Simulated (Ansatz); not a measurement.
I in Ansatz: convergence with xc grid

Input of the first run (xc grid 1); the others differ in this setting and in those tied to it:

Contents of input.yaml:

```yaml
crystal:
  lattice:
    - [2.5383465792, -3.7066249365, 0.0]
    - [2.5383465792, 3.7066249365, 0.0]
    - [-1.620874837, 0.0, 2.3810977968]
  atoms:
    - { symbol: I, position: [0.5, 0.5, 0.5] }
kpoints:
  mp_grid: { grid: [7, 7, 11] }
scf:
  occupations: { method: fermi_dirac, width: 0.05 }
hamiltonian:
  xc: lda
  pseudopotentials: { kind: all_electron, lapw: { basis_error: 0.001 } }
output:
  forces: true
  stress: true
  eigenvalues: true
basis:
  xc_grid: 1
```

Potentials or basis: all-electron LAPW, scalar-relativistic.

Launch:

```sh
$ ansatz run input.yaml --threads 1 --pin off --max-ram 3072MiB --backend cpu --events-out ev --progress --plain --runs-dir out
```

Hardware: 1 thread of Intel(R) Xeon(R) Processor @ 2.50GHz (Skylake/Cascade Lake) (shared host).

| xc grid | energy less the tightest run, at zero smearing (meV/atom) | SCF cycles | CPU time (s) | peak memory (GiB) |
| --- | --- | --- | --- | --- |
| 1 | 0.00 | 7 | 37 | 0.39 |
| 2 | 0.00 | 7 | 37 | 0.39 |
| 3 | 0.00 | 7 | 36 | 0.39 |
| 4 | 0.00 | 7 | 37 | 0.39 |

Against the tightest run, the energy stays within 1 meV/atom from 1 on. The tightest run that finished is the yardstick and may itself not be fully converged.

Caveat, for the tightest run too: an odd number of electrons without spin polarisation forces a metal; a magnetic or distorted state may lie lower. Spin-orbit coupling is left out, which matters for the levels of I.
